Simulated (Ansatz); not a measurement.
This is a single-point calculation with Ansatz on CdSe in the wurtzite structure; the level of theory is PBE. The cell was relaxed with r2SCAN and then strained (biaxial +5.43 % in x and y, z held), with the atoms relaxed again with r2SCAN; k points keep the names of the unstrained zone.

Input file:
```yaml
crystal:
  lattice:
    - [4.5764249619, 0.0, 0.0]
    - [-2.2882124809, 3.9633002755, 0.0]
    - [0.0, 0.0, 7.0766459765]
  atoms:
    - { symbol: Cd, position: [0.3333333333, 0.6666666667, -0.0048607095] }
    - { symbol: Cd, position: [0.6666666667, 0.3333333333, 0.4951392905] }
    - { symbol: Se, position: [0.3333333333, 0.6666666667, 0.3798607095] }
    - { symbol: Se, position: [0.6666666667, 0.3333333333, 0.8798607095] }
kpoints:
  mp_grid: { grid: [12, 12, 4] }
  band_path:
    path:
      - [0.0, 0.0, 0.0]
      - [0.5, 0.0, 0.0]
      - [0.3333333333, 0.3333333333, 0.0]
      - [0.0, 0.0, 0.5]
      - [0.5, 0.0, 0.5]
      - [0.3333333333, 0.3333333333, 0.5]
    npoints: 1
hamiltonian:
  xc: pbe
scf:
  occupations: { method: fermi_dirac, width: 0.02 }
  n_extra_bands: 5
output:
  forces: true
  stress: true
  eigenvalues: true
```

The log, with set-up remarks and timings taken out:
```
Pseudopotential: Cd, paw, valence charge 20, recommended cutoff 420 eV (normal)
Pseudopotential: Se, paw, valence charge 16, recommended cutoff 420 eV (normal)
Functional definition: PBE
Crystal: 4 atoms, lattice volume = 128.354 Å³
Basis set: ecut = 420 eV, 2501 PW (Γ)
Bands: 41, of which v1, the nominal top of the filled ones, is band 36 counted from 1 (35 counted from 0)
Symmetry: 12 space group operations
Space group: P63mc (ITA 186)
k-points: 57 of 576 (time reversal used)
preconditioner: auto → Resta (q_TF=auto, 2.478 Å⁻¹)  ε∞=4.5  [insulator: Δε(μ)=0.319 eV  σ=0.020 eV  ℏωp=19.7 eV]
NSCF: frozen V_eff on 6 k-points
SCF converged after 7 iterations
Free energy (F): -27449.470462 eV
Fermi energy:    5.944928 eV
--- Forces (eV/Å), atoms counted from 1 ---
  atom   1  Cd      0.00000      0.00000    -0.00654
  atom   2  Cd      0.00000      0.00000    -0.00654
  atom   3  Se      0.00000      0.00000      0.00656
  atom   4  Se      0.00000      0.00000      0.00656
--- Stress (GPa, compression-positive) ---
       -3.519824       0.000000       0.000000
        0.000000      -3.519824       0.000000
        0.000000       0.000000      -1.408611
  P = ⅓ Tr σ = -2.8161 GPa (-28.161 kbar)
--- Band table (eV; the first three rows and the last of 57) ---
  k-point 0: bands = […, 2.1394, 5.0025, 5.0025, 5.6707, 5.6707, 5.7682, 6.1073, 7.4621, 11.3753, 11.3753, …]
  k-point 1: bands = […, 2.5360, 4.6529, 5.0945, 5.0945, 5.5666, 5.5666, 7.1633, 7.5937, 11.4490, 11.4490, …]
  k-point 2: bands = […, 3.4811, 3.4811, 5.3245, 5.3245, 5.3245, 5.3245, 7.7494, 7.7494, 11.4592, 11.4592, …]
  k-point 56: bands = […, 2.1729, 2.1729, 3.7937, 3.7937, 4.9941, 4.9941, 9.4033, 9.4033, 11.3418, 11.3418, …]
```

The rows of the band table are 0: (0, 0, 0) = Γ, 1: (0, 0, 1/4), 2: (0, 0, -1/2) = A, 56: (1/3, 1/3, -1/2) = H.

The file bands.tsv (bands near the Fermi energy, numbered from 0, rounded):
```tsv
# k_distance	band_31	band_32	band_33	band_34	band_35	band_36	band_37	band_38	band_39
# fermi_ev = 5.944928
# [0, 0, 0] at k_distance = 0.000000
# [0.5, 0, 0] at k_distance = 0.792671
# [0.3333333333, 0.3333333333, 0] at k_distance = 1.250320
# [0, 0, 0.5] at k_distance = 2.267596
# [0.5, 0, 0.5] at k_distance = 3.060266
# [0.3333333333, 0.3333333333, 0.5] at k_distance = 3.517915
# levels_relative_to = fermi_ev
0.000	-0.942	-0.942	-0.274	-0.274	-0.177	0.162	1.517	5.430	5.430
0.793	-3.321	-2.313	-1.789	-1.207	-0.833	2.752	2.858	4.779	5.708
1.250	-3.480	-2.684	-1.679	-1.679	-1.498	4.000	4.000	4.447	6.487
2.268	-2.464	-0.620	-0.620	-0.620	-0.620	1.804	1.804	5.514	5.514
3.060	-3.828	-1.345	-1.345	-1.156	-1.156	2.690	2.690	4.575	4.575
3.518	-3.772	-2.151	-2.151	-0.951	-0.951	3.458	3.458	5.397	5.397
```
In order the rows are Γ, M, K, A, L, H.

With PBE the gap is 0.34 eV and direct, at Γ. With the atoms held, the mean pressure is -2.82 GPa (compression positive).

Spin-unpolarised throughout; all numbers are computed.

The runs are scalar-relativistic, without spin-orbit coupling.
